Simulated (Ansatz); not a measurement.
# InP

Level of theory: DFT, PBEsol, scalar-relativistic, no spin polarisation; plane waves to 420 eV with PAW datasets (Ansatz 0.2.0), 10×10×10 k-mesh, Gaussian smearing of 0.05 eV; PAW files: Ansatz's generated set soft_2.

```yaml
crystal:
  lattice:
    - [0.00000, 2.72954, 2.72954]
    - [2.72954, 0.00000, 2.72954]
    - [2.72954, 2.72954, 0.00000]
  atoms:
    - { symbol: In, position: [0.00000, 0.00000, 0.00000] }
    - { symbol: P, position: [0.50000, 0.50000, 0.50000] }
```

The chain of runs began from a cell as deposited in COD, expanded in volume.

Problem. Which orbitals carry the states at the Fermi level, and how many states are there?

Solution. Within 0.1 eV of it: P 3p 80 %, In 5p 9 % (shares among the projected shells). The density of states at the Fermi level is about 1.2 states/eV per cell, averaged over 0.3 eV.

Density of states (tetrahedra, averaged over 0.4 eV; states/eV per cell of 2 atoms; energy in eV from the Fermi level; projections on Löwdin-orthogonalised atomic orbitals, summed over sites):

```
    E  total  P 3p  In 5p  In 5s  P 3s  In 4d
-6.45   0.39  0.20   0.02   0.16  0.01   0.00
-6.05   0.63  0.31   0.04   0.25  0.03   0.01
-5.65   0.98  0.45   0.07   0.38  0.07   0.01
-5.25   0.98  0.45   0.12   0.31  0.09   0.01
-4.85   0.76  0.36   0.12   0.17  0.10   0.01
-4.45   0.54  0.26   0.08   0.11  0.08   0.00
-4.05   0.69  0.35   0.15   0.12  0.06   0.01
-3.65   0.73  0.39   0.17   0.11  0.05   0.01
-3.25   0.80  0.44   0.20   0.10  0.05   0.01
-2.85   0.91  0.54   0.23   0.08  0.05   0.01
-2.45   1.16  0.73   0.30   0.07  0.04   0.01
-2.05   1.16  0.76   0.28   0.06  0.04   0.01
-1.65   1.12  0.76   0.25   0.06  0.04   0.01
-1.25   1.11  0.77   0.22   0.06  0.03   0.01
-0.85   1.12  0.81   0.19   0.07  0.03   0.01
-0.45   1.13  0.85   0.15   0.07  0.03   0.01
-0.05   1.16  0.90   0.11   0.09  0.03   0.01
 0.35   0.40  0.20   0.07   0.10  0.02   0.00
 0.75   0.34  0.09   0.09   0.12  0.02   0.00
 1.15   0.42  0.11   0.11   0.15  0.02   0.00
 1.55   0.52  0.15   0.15   0.18  0.03   0.00
 1.95   0.72  0.22   0.19   0.23  0.04   0.00
 2.35   0.96  0.31   0.26   0.30  0.05   0.00
 2.75   0.71  0.13   0.27   0.16  0.09   0.00
 3.15   0.57  0.11   0.22   0.10  0.10   0.00
 3.55   0.54  0.06   0.33   0.03  0.08   0.00
 3.95   1.10  0.10   0.63   0.03  0.12   0.00
```
